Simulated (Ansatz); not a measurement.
# Thickness series of a NiSi2/AlP/CoSi2 junction, part 3 of 6

Wanted: T(E), the conductance and its decay constant for NiSi2/AlP/CoSi2. The lower electrode is NiSi2 fluorite(111) turned by 180 degrees (type B), the upper one CoSi2 fluorite(111) turned by 180 degrees (type B); the barrier is AlP zinc blende(111) (whole bilayers). In the first transport cell, after relaxation, the nearest pair of electrode and barrier is Si–P at 2.30 Å, along the normal, at the lower face and Si–Al at 2.54 Å, along the normal, at the upper one. All share a net of side 3.896 Å, which strains the lower electrode by +1.5 %, the upper one by +2.8 % and the barrier by +0.0 %, against typed lattice constants near PBE's. The first steps treat the bulk electrodes alone.

Ansatz 0.2.0; PBE DFT, plane waves, PAW files (the session's first sound run).

So far. Step 4 (Relaxation): The largest force component on a free atom ends at 0.019 eV/Å. The work functions of the outer faces are 5.38 and 4.85 eV.

**5. The open system: T(E)**

This step: PBE DFT, plane waves, PAW files; ballistic transmission by layer matching between semi-infinite leads (Ansatz 0.2.0).

System of this step: NiSi2/AlP/CoSi2. The cell holds 57 atoms: 34 Si, 8 Ni, 3 P, 3 Al and 9 Co. Its edges and angles: a = 3.896 Å, b = 3.896 Å, c = 76.029 Å, α = 90.0°, β = 90.0°, γ = 120.0°. Regions: left electrode, 25 atoms (17 Si and 8 Ni); barrier, 6 atoms (3 P and 3 Al); right electrode, 26 atoms (17 Si and 9 Co). Vacuum lies along c.

The relaxed core is set between ideal electrode layers (this cell holds 6 atomic planes between the electrodes; where that differs from the relaxed slab, whole periods were copied in or cut out without a new relaxation), which the solver continues as semi-infinite leads. A wide energy window on a coarse mesh (12×12) shows where the Fermi level lies against the barrier's bands; the projected density of states shows how far the metals' states reach in.

input.yaml

```yaml
crystal:
  lattice:
    - [3.896, 0.0, 0.0]
    - [-1.948, 3.3740349731, 0.0]
    - [0.0, 0.0, 76.0290200022]
  atoms:
    - { symbol: Si, position: [0.0, 0.0, 0.0920701069] }
    - { symbol: Si, position: [0.33333333, 0.66666667, 0.1128891187] }
    - { symbol: Ni, position: [0.0, 0.0, 0.1230528304] }
    - { symbol: Si, position: [0.66666667, 0.33333333, 0.1332165422] }
    - { symbol: Si, position: [0.0, 0.0, 0.154035554] }
    - { symbol: Ni, position: [0.66666667, 0.33333333, 0.1641992657] }
    - { symbol: Si, position: [0.33333333, 0.66666667, 0.1743629775] }
    - { symbol: Si, position: [0.66666667, 0.33333333, 0.1951819893] }
    - { symbol: Ni, position: [0.33333333, 0.66666667, 0.2053457011] }
    - { symbol: Si, position: [0.0, 0.0, 0.2155094128] }
    - { symbol: Si, position: [0.33333333, 0.66666667, 0.2363284246] }
    - { symbol: Ni, position: [0.0, 0.0, 0.2464921364] }
    - { symbol: Si, position: [0.66666667, 0.33333333, 0.2566558482] }
    - { symbol: Si, position: [0.0, 0.0, 0.2774748599] }
    - { symbol: Ni, position: [0.66666667, 0.33333333, 0.2876385717] }
    - { symbol: Si, position: [0.33333333, 0.66666667, 0.2978022835] }
    - { symbol: Si, position: [0.66666667, 0.33333333, 0.3186212952] }
    - { symbol: Ni, position: [0.33333333, 0.66666667, 0.328785007] }
    - { symbol: Si, position: [0.0, 0.0, 0.3389487188] }
    - { symbol: Si, position: [0.33333333, 0.66666667, 0.3597677305] }
    - { symbol: Ni, position: [0.0, 0.0, 0.3699314423] }
    - { symbol: Si, position: [0.66666667, 0.33333333, 0.3800951541] }
    - { symbol: Si, position: [0.0, 0.0, 0.4009141658] }
    - { symbol: Ni, position: [0.66666667, 0.33333333, 0.4110778776] }
    - { symbol: Si, position: [0.33333333, 0.66666667, 0.4224166434] }
    - { symbol: P, position: [0.33333333, 0.66666667, 0.4527118615] }
    - { symbol: Al, position: [0.66666667, 0.33333333, 0.463020815] }
    - { symbol: P, position: [0.66666667, 0.33333333, 0.4943798827] }
    - { symbol: Al, position: [0.0, 0.0, 0.5048059794] }
    - { symbol: P, position: [0.0, 0.0, 0.5362421598] }
    - { symbol: Al, position: [0.33333333, 0.66666667, 0.5467490598] }
    - { symbol: Si, position: [0.33333333, 0.66666667, 0.5801532712] }
    - { symbol: Co, position: [0.0, 0.0, 0.5880134174] }
    - { symbol: Si, position: [0.66666667, 0.33333333, 0.5975074921] }
    - { symbol: Si, position: [0.0, 0.0, 0.6185089022] }
    - { symbol: Co, position: [0.66666667, 0.33333333, 0.6280029769] }
    - { symbol: Si, position: [0.33333333, 0.66666667, 0.6374970515] }
    - { symbol: Si, position: [0.66666667, 0.33333333, 0.6584984617] }
    - { symbol: Co, position: [0.33333333, 0.66666667, 0.6679925363] }
    - { symbol: Si, position: [0.0, 0.0, 0.677486611] }
    - { symbol: Si, position: [0.33333333, 0.66666667, 0.6984880211] }
    - { symbol: Co, position: [0.0, 0.0, 0.7079820958] }
    - { symbol: Si, position: [0.66666667, 0.33333333, 0.7174761704] }
    - { symbol: Si, position: [0.0, 0.0, 0.7384775806] }
    - { symbol: Co, position: [0.66666667, 0.33333333, 0.7479716552] }
    - { symbol: Si, position: [0.33333333, 0.66666667, 0.7574657299] }
    - { symbol: Si, position: [0.66666667, 0.33333333, 0.77846714] }
    - { symbol: Co, position: [0.33333333, 0.66666667, 0.7879612147] }
    - { symbol: Si, position: [0.0, 0.0, 0.7974552894] }
    - { symbol: Si, position: [0.33333333, 0.66666667, 0.8184566995] }
    - { symbol: Co, position: [0.0, 0.0, 0.8279507742] }
    - { symbol: Si, position: [0.66666667, 0.33333333, 0.8374448488] }
    - { symbol: Si, position: [0.0, 0.0, 0.858446259] }
    - { symbol: Co, position: [0.66666667, 0.33333333, 0.8679403336] }
    - { symbol: Si, position: [0.33333333, 0.66666667, 0.8774344083] }
    - { symbol: Si, position: [0.66666667, 0.33333333, 0.8984358184] }
    - { symbol: Co, position: [0.33333333, 0.66666667, 0.9079298931] }
kpoints:
  mp_grid: { grid: [8, 8, 1] }
scf:
  occupations: { method: fermi_dirac, width: 0.1 }
  max_iter: 150
hamiltonian:
  xc: pbe
output:
  transmission:
    kmesh: [12, 12]
    e_range: [-3, 3]
    de: 0.1
    leads: [[10, 13], [43, 46]]
  dos: { projected: true, e_range: [-6, 5], de: 0.05 }
  write_potential: true
  write_density: true
  volumetric_format: npy
  elf: true
```

Command:

```
> ansatz run input.yaml --threads 8 --pin off --max-ram 24576MiB --backend cpu --events-out ev --progress --plain --runs-dir out
```

Numbers of over 12 decimals in the logs are rounded to 6 here.

Log:

```text
[...]
Crystal: 57 atoms, lattice volume = 999.420 Å³
Basis set: ecut = 420 eV, 19791 PW (Γ)
Bands: 286, of which v1, the nominal top of the filled ones, is band 229 counted from 1 (228 counted from 0)
Symmetry: 6 space group operations
[...]
k-points: 10 of 64 (time reversal used)
[...]
SCF iter   1: F=—  HF=-118369.699489 eV  |F-HF|=—  |Δ(HF+E_count)|=         —  Δρ=9.60e-3  dr2=1.79e1  ethr=1.77e-3  ⟨swp⟩=8.6  Hψ=14557  notcnv=0  defer=112
[...]
SCF iter  13: F=-118369.529518 eV  HF=-118369.529518 eV  |F-HF|=3.45e-8  |Δ(HF+E_count)|=   2.95e-9  Δρ=2.21e-6  dr2=4.24e-8  ethr=2.19e-11  ⟨swp⟩=2.6  Hψ=5416  notcnv=0
SCF 1 converged in 13 iterations: F = -118369.529518 eV  dr2 = 4.24e-8
[...]
transmission: 147 of 1406 steps passed
transmission: 282 of 1406 steps passed
[...]
transmission: 1406 of 1406 steps passed
WARN: The output density's exchange-correlation potential varies sharply where the density is thin. Do not read a vacuum level from v_tot or v_xc, or from such a field of the output density. On a cell that repeats whose density bears no net charge and no dipole along the vacuum's axis use v_es (v_loc + v_h of the components); under efield.dipole_correction with no amplitude use v_es + v_field, which holds any externa [...]
SCF converged after 13 iterations
Free energy (F): -118369.529518 eV
[...]
Internal energy: -118368.899868 eV  (E = F + TS)
E sigma→0 (E₀):  -118369.214693 eV
Entropy (-TS):   -0.629650 eV (-11.046 meV/atom)
Fermi energy:    8.408542 eV
[...]
--- Band table (eV; the first three rows and the last of 10) ---
  k-point 0: bands = [... 225 lower, 9.5832, 9.5832, 9.7031, 9.7216, 9.7216, 9.8133, 9.9533, 9.9703, ... 53 higher]
  k-point 1: bands = [... 225 lower, 9.1794, 9.1896, 9.2237, 9.3136, 9.3615, 9.3745, 9.6162, 9.6403, ... 53 higher]
  k-point 2: bands = [... 225 lower, 8.4083, 8.4276, 8.4865, 8.5725, 8.7453, 8.7932, 8.8215, 9.0348, ... 53 higher]
  k-point 9: bands = [... 225 lower, 7.7275, 7.8338, 7.9031, 7.9109, 7.9800, 7.9822, 8.0052, 8.0170, ... 53 higher]
--- Transmission ---
  basis      : 121 plane waves across, 74 finite elements along
  points     : 19, standing for a mesh of 12 x 12
  energies   : 61 from -3.000000 to 3.000000 eV about the Fermi level, 0.100000 eV apart; the leads are filled to 0.000000 eV, and channels, transmission and decay are at 0.000000 eV
  crystal 0  : Si2Ni1, at the sites [10, 13], period 3.1283 Å, over 25.03 Å; its Hamiltonian steps by up to 14.1 meV
    offset         : up to 0.0000 Å between an atom of the period and one for which it stands
    channels       : 1.034722e0 a spin
    conductance    : none, the energies end too early or step too widely for 300 K: set another output.transmission.e_range or a lower de, or, where they end at an eighth of basis.ecutwfc, a higher one
    slowest decay  : 0.0483 /Å at (0.4167, 0.1667)
  crystal 1  : Si2Co1, at the sites [43, 46], period 3.0404 Å, over 25.34 Å; its Hamiltonian steps by up to 6.7 meV
[...]
channels       : 1.354167e0 a spin
[...]
slowest decay  : 0.1404 /Å at (0.5000, 0.0000)
  junction   : crystal 0 to crystal 1, 20.30 to 55.35 Å
    transmission   : 7.447006e-3 a spin
[...]
```

It took 4.8 min on 8 threads of Arm Neoverse V1, shared host; peak memory 10 GiB; 36 min of CPU time.

This step gave:

| Quantity | Value |
| --- | --- |
| free energy | -118369.5295 eV |
| Fermi energy | 8.409 eV |
| level to which the leads are filled | 0 eV from the Fermi level |
| transmission at the Fermi level (a spin, zone mean) | 0.007447 |
| channels of the lower lead | 1.035 |
| channels of the upper lead | 1.354 |
| potential step in the lower lead | 14.1 meV |
| potential step in the upper lead | 6.7 meV |

One spin. Transmission, zone mean against energy, zero at the Fermi level:

```csv
energy (eV),"transmission, zone mean"
-3.00,0.190
-2.80,0.362
-2.60,0.177
-2.40,0.371
-2.20,0.232
-2.00,0.295
-1.90,0.341
-1.80,0.160
-1.70,0.249
-1.60,0.133
-1.30,0.0692
-1.10,0.0196
-0.90,0.0181
-0.70,0.0181
-0.50,0.00945
-0.30,0.00862
-0.10,0.0102
0.00,0.00745
0.10,0.00976
0.30,0.00695
0.50,0.00709
0.70,0.00752
0.90,0.00532
1.10,0.00582
1.30,0.0120
1.60,0.0202
1.80,0.0762
2.00,0.0939
2.20,0.407
2.40,0.725
2.50,0.742
2.60,0.742
2.80,0.402
3.00,0.321
```

One spin. The open channels, zone mean by energy, zero at the Fermi level:

```csv
energy (eV),lower lead,upper lead
-3.00,1.36,1.31
-2.70,1.63,1.48
-2.40,1.76,1.23
-2.10,1.80,1.61
-1.90,1.84,1.60
-1.60,1.80,1.75
-1.30,1.42,1.24
-1.00,1.19,1.63
-0.70,0.979,1.82
-0.40,0.764,1.75
-0.10,1.03,1.35
0.00,1.03,1.35
0.10,1.20,1.27
0.40,1.41,1.03
0.70,1.67,0.819
1.00,1.88,0.597
1.30,1.92,0.653
1.60,1.10,0.924
1.90,0.639,1.30
2.10,2.37,1.38
2.40,2.93,1.83
2.70,3.12,1.38
3.00,2.93,0.792
```

Transmission over k1 and k2. At 0.0000 eV from the Fermi level.

Values in units of 1e-2, 12 rows by 12 columns:
```
0.2 1.0 0.6 0.0 0.0 0.6 1.0 0.2 0.0 0.0 0.0 0.0
0.0 0.6 0.6 2.0 0.0 2.0 0.6 0.6 0.0 0.0 0.0 0.0
0.0 0.0 2.0 2.0 0.9 0.9 2.0 2.0 0.0 0.0 0.0 0.0
0.0 0.0 0.0 0.9 3.8 0.4 3.8 0.9 0.0 0.0 0.0 0.0
0.2 0.6 2.0 0.9 0.4 2.6 2.6 0.4 0.9 2.0 0.6 0.2
0.0 1.0 0.6 2.0 3.8 2.6 0.0 2.6 3.8 2.0 0.6 1.0
0.2 0.2 0.6 2.0 0.9 0.4 2.6 2.6 0.4 0.9 2.0 0.6
0.0 0.0 0.0 0.0 0.0 0.9 3.8 0.4 3.8 0.9 0.0 0.0
0.0 0.0 0.0 0.0 0.0 2.0 2.0 0.9 0.9 2.0 2.0 0.0
0.0 0.0 0.0 0.0 0.0 0.6 0.6 2.0 0.0 2.0 0.6 0.6
0.2 0.0 0.0 0.0 0.0 0.2 1.0 0.6 0.0 0.0 0.6 1.0
0.0 0.2 0.0 0.0 0.0 0.2 0.0 0.2 0.0 0.0 0.0 0.2
```
Columns: k1 (b1) from -0.5 to 0.417; rows upwards: k2 (b2) from -0.5 to 0.417.

Open channels of the lower lead over k1 and k2. At 0.0000 eV from the Fermi level.

Ten even steps from '_' (0.00) to '@' (3.00):
```
------____------________
__----**--**----________
____**@@****@@**________
____--**@@--@@**--______
----****--****--****----
------@@@@******@@@@----
------****--****--****--
________--**@@--@@**--__
__________**@@****@@**__
__________----**--**----
--________------____----
----______------______--
```
Columns: k1 (b1) from -0.5 to 0.417; rows upwards: k2 (b2) from -0.5 to 0.417.

Open channels of the upper lead over k1 and k2. At 0.0000 eV from the Fermi level.

Ten even steps from '_' (0.00) to '@' (3.00):
```
----------------________
----****--****----______
----************----____
------**@@@@@@**------__
----****@@@@@@@@****----
__--****@@@@@@@@@@****--
------****@@@@@@@@****--
--__------**@@@@@@**----
--____----************--
--______----****--****--
--________--------------
__----------__----------
```
Columns: k1 (b1) from -0.5 to 0.417; rows upwards: k2 (b2) from -0.5 to 0.417.

Projected DOS an atom over height of the atomic layer and energy from the Fermi level. Layers: Si Si Ni Si Si Ni Si Si Ni Si Si Ni Si Si Ni Si Si Ni Si Si Ni Si Si Ni Si P Al P Al P Al Si Co Si Si Co Si Si Co Si Si Co Si Si Co Si Si Co Si Si Co Si Si Co Si Si Co; projections on atoms miss part of the total, and the computed bands can run out at the top of the range; a column is the mean of 4 neighbouring layers, the last of those left over.

Ten even steps from '_' (0.06 states/eV) to '@' (5.68 states/eV), each cell a mean:
```
______________________________
______________________________
______________________________
______________________________
______________..______________
____________________________..
______________________________
______________________________
____________________________..
____________________________..
________________..__________==
________________..........__@@
..______________--....::....##
..________..____--::::--::::::
..__......--......____..__....
....::....--......____..__....
::::==::::::..__............__
..............__............__
............__________________
....::......__________________
______________________________
______________________________
```
Columns: height of the atomic layer (Å) from 8.77 to 69.0 (not evenly spaced); rows upwards: energy from the Fermi level (eV) from -6 to 5.

Valence density in the ca plane at fractional y = 0.000, with atoms of Si and Ni and Al and P and Co within 0.2 Å of it. It is the smooth field of the valence electrons, not physical close to the nuclei.

Ten steps, logarithmic in the rise over the least value, from '0' (0 e/Å³) to '9' (45 e/Å³), each cell a mean:
```
00000000000000110011136873111001100000001100
00000000000000011111113431111111100000001111
00000000000000000000011111000111100000001111
00000000000000000000001110000001111000111100
00000000000000000000001110000001111111111100
00000000000000000000001110000001111111111100
00000000000000000000001111000011110000011110
00000000000000001111111211101111100000001111
00000000000000011111125652111111100000001111
00000000000000110011137983111001100000001000
```
Columns run along c (16.0 Å, from fractional 0.01 to 0.22 of the cell), rows up along a (3.9 Å). Atoms in or near the plane, at fractional coordinates: Si at (0.09, 0.00), Ni at (0.12, 0.00), Si at (0.15, 0.00), Si at (0.22, 0.00).

ELF in the ca plane at fractional y = 0.000, with atoms of Si and Ni and Al and P and Co within 0.2 Å of it. It is the smooth field of the valence electrons, not physical close to the nuclei.

Values, 6 rows by 16 columns, each cell a mean:
```
0.39 0.37 0.39 0.48 0.49 0.18 0.03 0.07 0.09 0.04 0.26 0.20 0.53 0.71 0.51 0.42
0.41 0.32 0.41 0.54 0.56 0.43 0.16 0.44 0.52 0.16 0.50 0.72 0.35 0.62 0.82 0.39
0.42 0.60 0.41 0.31 0.34 0.66 0.36 0.76 0.84 0.31 0.58 0.70 0.18 0.18 0.44 0.29
0.43 0.55 0.43 0.36 0.38 0.62 0.31 0.70 0.78 0.27 0.57 0.72 0.21 0.29 0.58 0.32
0.39 0.25 0.39 0.57 0.61 0.34 0.10 0.30 0.36 0.11 0.44 0.62 0.42 0.71 0.83 0.41
0.40 0.47 0.41 0.46 0.40 0.15 0.02 0.04 0.05 0.03 0.20 0.13 0.55 0.66 0.34 0.41
```
Columns run along c (16.0 Å, from fractional 0.35 to 0.56 of the cell), rows up along a (3.9 Å). Atoms in or near the plane, at fractional coordinates: Ni at (0.37, 0.00), Si at (0.40, 0.00), Al at (0.50, 0.00), P at (0.54, 0.00).

Electrostatic potential energy in the ca plane at fractional y = 0.000, with atoms of Si and Ni and Al and P and Co within 0.2 Å of it. With pseudopotentials it is smooth inside the atoms' cores, unlike the true potential.

Values in eV, 6 rows by 16 columns, each cell a mean:
```
-34 -10 -19 -28  -3 -37   2  12  12  11  11  11  -1  -6   2 -34
  2   6   5   4   7   2   8  10  11   9   9  11   7   2   9   4
  8   8   6   6   8   9   6   8  10   5   6  10   7  10  11  10
  8   8   6   7   8   9   7   8  10   6   7  10   8   9  11  10
 -6   3   1  -2   5  -7   7  11  11  10  10  11   5  -2   7  -4
-42 -15 -26 -36  -7 -46  -1  12  12  12  11  11  -2  -3   0 -43
```
Columns run along c (16.0 Å, from fractional 0.33 to 0.54 of the cell; values clipped at the 3rd and 97th percentile), rows up along a (3.9 Å). Atoms in or near the plane, at fractional coordinates: Si at (0.34, 0.00), Ni at (0.37, 0.00), Si at (0.40, 0.00), Al at (0.50, 0.00), P at (0.54, 0.00).

At the Fermi level the transmission is 0.0074, as a zone mean for one spin on this coarse mesh. At the Fermi level the layers of this cell's barrier hold from 0.014 to 0.086 states an eV and atom. In the worse lead the potential repeats within 14 meV, which the program lets pass.

(Continued in part 4 of 6.)

[Logs are printed without paths, hosts, clocks, repeated set-up lines and the standing remarks that a program may print on its own settings, such as how far it seeks lower states.]

[Hosts, paths, dates, database ids (printed as entryN), source tags and the programs' standing remarks are cut or masked in the printed files.]
